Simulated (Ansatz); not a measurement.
# Zr: clamped-ion strain scan

Level of theory: Ansatz 0.2.0, DFT LDA, scalar-relativistic, plane waves, PAW. The runs took a 420 eV cutoff, a Γ-centred 18×18×18 mesh and Gaussian smearing (0.15 eV). No spin polarisation. Energies are free energies at this smearing, counted from the undisturbed cell; pressure is positive in compression.

The undisturbed cell (as given, not relaxed at this level; it stands at -5.7 GPa; this fcc form isn't the usual structure):

```
CELL_PARAMETERS angstrom
0.00000 2.25500 2.25500
2.25500 0.00000 2.25500
2.25500 2.25500 0.00000
ATOMIC_POSITIONS crystal
Zr 0.00000 0.00000 0.00000
```

The cell is strained by ε times the Voigt pattern (0, 1, 0, 0, 0, 0) (xx, yy, zz, yz, xz, xy; engineering shear) with fractional coordinates fixed. The cell is metallic on the mesh throughout.

```csv
ε,ΔE (meV/atom),"stress summed along the pattern (GPa, tension positive)",pressure (GPa)
-0.1500,52.4,-9.80,10.4
-0.1125,8.2,-6.64,5.8
-0.0750,-17.0,-2.61,1.5
-0.0375,?,?,-2.3
0.0000,0.0,5.68,-5.7
0.0375,?,?,-8.5
0.0750,99.0,12.35,-10.9
0.1125,?,?,-13.0
0.1312,213.6,15.98,-13.9
0.1500,258.0,17.00,-14.7
```

Task: Give the withheld values.

Result: ΔE (meV/atom) at ε = -0.0375: -19.7; stress summed along the pattern (GPa, tension positive) at ε = -0.0375: 1.60; ΔE (meV/atom) at ε = 0.0375: 40.5; stress summed along the pattern (GPa, tension positive) at ε = 0.0375: 9.33; ΔE (meV/atom) at ε = 0.1125: 172.3; stress summed along the pattern (GPa, tension positive) at ε = 0.1125: 14.88.